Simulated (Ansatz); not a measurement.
# Convergence of Ni3Ge with the occupation rule

These are results of DFT PBEsol, scalar-relativistic, plane waves, PAW (Ansatz), not measurements.

```
CELL_PARAMETERS angstrom
3.53033 0.00000 0.00000
0.00000 3.53033 0.00000
0.00000 0.00000 3.53033
ATOMIC_POSITIONS crystal
Ni 0.50000 0.00000 0.50000
Ni 0.00000 0.50000 0.50000
Ni 0.50000 0.50000 0.00000
Ge 0.00000 0.00000 0.00000
```

| Property | Result |
| --- | --- |
| plane-wave cutoff | 420 eV |
| Γ-centred k-mesh | 12×12×12 |
| spin treatment | unpolarised |

The atoms are held and the occupation rule is swept. Energies are extrapolated to zero smearing and count from the reference run, 12×12×12 Γ-centred mesh, Gaussian smearing 0.1 eV. The cell isn't necessarily relaxed at this level. Pressure is positive in compression.

```csv
"rule, width (eV)",ΔE (meV/atom),"ΔF, free energy (meV/atom)",P (GPa)
Gaussian 0.1,0.00,0.00,-0.99
Gaussian 0.3,0.24,-9.70,-0.83
Gaussian 0.5,4.88,-32.0,-0.27
Fermi–Dirac 0.05,-0.03,-0.83,-0.98
Fermi–Dirac 0.2,5.88,-36.3,-0.13
Methfessel–Paxton 0.5,0.86,8.54,-1.42
cold 0.01,0.15,1.44,-1.00
cold 0.02,0.16,1.45,-1.00
cold 0.1,0.04,1.70,-1.03
cold 0.2,0.69,3.85,-1.08
cold 0.3,0.87,7.76,-1.23
cold 0.5,-1.92,32.0,-2.57
tetrahedron,0.14,1.43,-1.00
```

1 further run of this set didn't finish or converge.

Cost: 13 runs of about 2.1 core-minutes in all, on Intel Xeon Platinum 8259CL (Skylake/Cascade Lake) (shared hosts).